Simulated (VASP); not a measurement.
# BN, band structure: which settings are enough?

BN, F-43m (no. 216), 2 atoms in the cell. TPSS; PAW potentials N, B (PBE set). VASP 6.6.1.

Wanted: band energies at the path's corners within 0.1 eV; smallest gap over path and mesh within 0.05 eV.

What the run is for: bands; Accuracy asked: screening; Route: KPOINTS_OPT.

Band energies at the path's corners: counted from the valence top.

POSCAR:
```
BN
1.0
    0.0000000000      1.8130010000      1.8130010000
    1.8130010000      0.0000000000      1.8130010000
    1.8130010000      1.8130010000      0.0000000000
N B
1 1
Direct
    0.2500000000      0.2500000000      0.2500000000
    0.0000000000      0.0000000000      0.0000000000
```

The series start from Plane-wave cutoff (eV): 460; k-point mesh: 8 × 8 × 8; k points a path segment: 12; Electronic threshold (eV): 1e-6; Precision mode (PREC): Accurate; Bands in all (NBANDS): 16; Aspherical gradient terms in the spheres (LASPH): yes. Each series keeps the choices made before it, and each single choice may use up half of a tolerance.

## Plane-wave cutoff (eV)

| Plane-wave cutoff (eV) | Band energies at the path's corners, largest deviation (eV) | Smallest gap over path and mesh (eV) | Time (s) |
|---|---|---|---|
| 320 | 0.10 | 4.447 | 20 |
| 400 | 0.06 | 4.391 | 42 |
| 460 | 0.01 | 4.445 | 43 |
| 520 | 0.00 | 4.448 | 65 |
| 640 (reference) | 0.00 | 4.448 | 48 |

Chosen: 460, the loosest value from which every tighter one stays within half of the tolerance.

## k-point mesh

| k-point mesh | Band energies at the path's corners, largest deviation (eV) | Smallest gap over path and mesh (eV) | Time (s) |
|---|---|---|---|
| 4 × 4 × 4 | 0.03 | 4.424 | 30 |
| 5 × 5 × 5 | 0.01 | 4.442 | 30 |
| 6 × 6 × 6 | 0.00 | 4.443 | 32 |
| 7 × 7 × 7 | 0.00 | 4.448 | 29 |
| 8 × 8 × 8 | 0.00 | 4.445 | 43 |
| 11 × 11 × 11 | 0.00 | 4.448 | 41 |
| 13 × 13 × 13 (reference) | 0.00 | 4.448 | 55 |

Chosen: 4 × 4 × 4.

## Electronic threshold (eV)

| Electronic threshold (eV) | Band energies at the path's corners, largest deviation (eV) | Smallest gap over path and mesh (eV) | Time (s) |
|---|---|---|---|
| 0.001 | 0.05 | 4.377 | 15 |
| 0.0001 | 0.05 | 4.377 | 15 |
| 1e-5 | 0.00 | 4.419 | 17 |
| 1e-6 | 0.00 | 4.424 | 17 |
| 1e-7 (reference) | 0.00 | 4.424 | 27 |

Chosen: 1e-5.

## Precision mode (PREC)

| Precision mode (PREC) | Band energies at the path's corners, largest deviation (eV) | Smallest gap over path and mesh (eV) | Time (s) |
|---|---|---|---|
| SingleN | 0.01 | 4.422 | 10 |
| Normal | 0.00 | 4.422 | 9.3 |
| Accurate (reference) | 0.00 | 4.419 | 17 |

Chosen: SingleN.

## Bands in all (NBANDS)

| Bands in all (NBANDS) | Band energies at the path's corners, largest deviation (eV) | Smallest gap over path and mesh (eV) | Time (s) |
|---|---|---|---|
| 6 | 0.01 | 4.425 | 7.5 |
| 7 | 0.00 | 4.425 | 8.7 |
| 8 | 0.00 | 4.423 | 7.8 |
| 10 | 0.00 | 4.424 | 8.1 |
| 16 | 0.00 | 4.422 | 10 |
| 26 (reference) | 0.00 | 4.421 | 11 |

Chosen: 6.

## Aspherical gradient terms in the spheres (LASPH)

| Aspherical gradient terms in the spheres (LASPH) | Band energies at the path's corners, largest deviation (eV) | Smallest gap over path and mesh (eV) | Time (s) |
|---|---|---|---|
| no | 0.00 | 4.425 | 2.7 |
| yes (reference) | 0.00 | 4.425 | 7.5 |

Chosen: no.

Also changed on the way, by series that aren't shown: k points a path segment: 5.

## All choices together

| Input | Band energies at the path's corners, largest deviation (eV) | Smallest gap over path and mesh (eV) | Time (s) |
|---|---|---|---|
| the program's defaults (naive) | 0.07 | 4.389 | 9.2 |
| chosen settings | 0.03 | 4.425 | 2.7 |
| reference settings throughout | 0.00 | 4.448 | 221 |

The tolerance is met.

## The input

INCAR:
```
SYSTEM = BN
METAGGA = TPSS ; ISMEAR = 0
SIGMA = 0.03 ; LWAVE = .False.
LCHARG = .False. ; NBANDS = 6
PREC = SingleN ; LASPH = .False.
LREAL = .False. ; ALGO = Normal
EDIFF = 1E-5 ; NELM = 120
GGA_COMPAT = .False. ; ENCUT = 460
EFERMI = MIDGAP ; LMIXTAU = .True.
```

KPOINTS:
```
Automatic mesh
0
Gamma
  4 4 4
  0 0 0
```

KPOINTS_OPT:
```
path GXWKGLUWLK,UX
5
line-mode
reciprocal
 0.0000000000  0.0000000000  0.0000000000  G
 0.5000000000  0.0000000000  0.5000000000  X

 0.5000000000  0.0000000000  0.5000000000  X
 0.5000000000  0.2500000000  0.7500000000  W

 0.5000000000  0.2500000000  0.7500000000  W
 0.3750000000  0.3750000000  0.7500000000  K

 0.3750000000  0.3750000000  0.7500000000  K
 0.0000000000  0.0000000000  0.0000000000  G

 0.0000000000  0.0000000000  0.0000000000  G
 0.5000000000  0.5000000000  0.5000000000  L

 0.5000000000  0.5000000000  0.5000000000  L
 0.6250000000  0.2500000000  0.6250000000  U

 0.6250000000  0.2500000000  0.6250000000  U
 0.5000000000  0.2500000000  0.7500000000  W

 0.5000000000  0.2500000000  0.7500000000  W
 0.5000000000  0.5000000000  0.5000000000  L

 0.5000000000  0.5000000000  0.5000000000  L
 0.3750000000  0.3750000000  0.7500000000  K

 0.6250000000  0.2500000000  0.6250000000  U
 0.5000000000  0.0000000000  0.5000000000  X
```

Commands:
```
cat potpaw_PBE.64/N/POTCAR potpaw_PBE.64/B/POTCAR > POTCAR
mpirun -np 1 vasp_std > vasp.out
```

Limits: TPSS gaps are mostly well below measured ones.

The chosen input took VASP 6.6.1 2.7 s on 1 core (Intel Xeon 6975P-C (Granite Rapids)), a shared host.

## An input that fails: fixed density asked without a density file

VASP's message: ERROR: charge density could not be read from file CHGCAR for ICHARG>10.

Changes against the starting input:
```
- NELM = 120
+ NELM = 62
+ ICHARG = 11
```
